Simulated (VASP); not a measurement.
# TePb: single point with LDA

**What was measured.**

From a printed reference work, monograph, for a bulk crystal of TePb at 4.2 K: band gap 0.19 eV (direct).

The system is TePb.

```
Te Pb
1.0
     0.00000    3.19147    3.19147
     3.19147    0.00000    3.19147
     3.19147    3.19147    0.00000
Te Pb
1 1
Cartesian
  3.1915 3.1915 3.1915
  0.0000 0.0000 0.0000
```

```
Program                : VASP 6.6.1
Task                   : single point
Functional             : LDA
Potentials or basis    : VASP PAW LDA potentials, release 64 (Te, Pb_d)
Cutoff                 : 520 eV
k mesh                 : 6 × 6 × 6
Occupations            : gaussian, width 0.01 eV
Spin                   : no spin polarisation
Dipole correction      : no
Further INCAR settings : ALGO = Normal; EDIFF = 1e-07; NBANDS = 17
```

The pressure is 0.0 GPa and the band gap on the k mesh is 0.56 eV, direct.

Levels at points of the mesh, in eV from the valence-band top:
```tsv
k point	band 6	band 7	band 8	band 9	band 10	band 11	band 12	band 13	band 14	band 15
(0.00, 0.00, 0.00)	-12.38	-5.59	-1.50	-1.50	-1.50	4.02	4.02	4.02	5.69	5.69
(0.50, 0.00, 0.00)	-10.84	-8.85	-0.99	-0.99	0.00	0.56	1.10	1.10	8.33	9.20
(0.50, 0.50, 0.00)	-10.55	-7.42	-4.82	-3.03	-3.03	3.08	5.51	5.51	6.81	10.16
```

It took 11 s on 1 thread of Intel(R) Xeon(R) Platinum 8559C (Emerald Rapids), with other jobs on the host, peak memory 0.16 GiB.

Measured gap of TePb: 0.19 eV (direct; 4.2 K; a printed reference work, monograph). This calculation gives 0.56 eV (+0.37 eV). Spin-orbit coupling on Pb, Te is left out. The value is that of LDA on a finite k mesh, which can miss the band edges, without temperature or zero-point motion.

Caveat: spin-orbit coupling is left out, which moves the levels of the heavy elements.
